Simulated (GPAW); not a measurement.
A run of GPAW 26.7.0:

run.py

```python
from ase.dft.bandgap import bandgap
from ase.io import read, write
from ase.units import GPa
from gpaw import GPAW, PW

atoms = read('Cr.xyz')
atoms.set_initial_magnetic_moments([4.0])

calc = GPAW(mode=PW(450),
            xc='LDA',
            kpts={'size': (10, 10, 10), 'gamma': True},
            occupations={'name': 'fermi-dirac', 'width': 0.05},
            setups={'Cr': 'v3'},
            nbands=-8,
            maxiter=120,
            txt='gpaw.txt')
atoms.calc = calc
energy = atoms.get_potential_energy()
forces = atoms.get_forces()
stress = atoms.get_stress()
calc.write('gs.gpw')
write('result.traj', atoms)
print(f'Energy: {energy:.6f} eV')
print('Forces (eV/A):')
print(forces.round(4))
print('Stress (GPa):', (stress / GPa).round(3))
print('Moments:', calc.get_magnetic_moments().round(3))
print('Fermi level:', round(calc.get_fermi_level(), 4), 'eV')
print(f'Gap: {bandgap(calc)[0]:.4f} eV, direct: {bandgap(calc, direct=True)[0]:.4f} eV')
```

The input Cr.xyz:

```xyz
1
Lattice="-0.0174283700 1.8156326700 1.8106573700 1.8310089900 -0.0170405700 1.8102695700 1.8558983200 1.8401342100 -0.0419299100" Properties=species:S:1:pos:R:3 pbc="T T T"
Cr     0.0000000000      0.0000000000      0.0000000000
```

Potentials or basis: the program's PAW data sets (release 1.2.1) made for this functional, newer versions, pw.

Launch:

```bash
$ OMP_NUM_THREADS=1 python run.py
```

Hardware: 1 thread of Arm Neoverse V1 (shared host).

Q: Estimate the wall time of this run.

A: Run time: 2.2 min on 1 thread of Arm Neoverse V1, on a shared host, peak memory 0.23 GiB. Counts: scf iterations 11, plane waves 283, bands 17, k points 504.
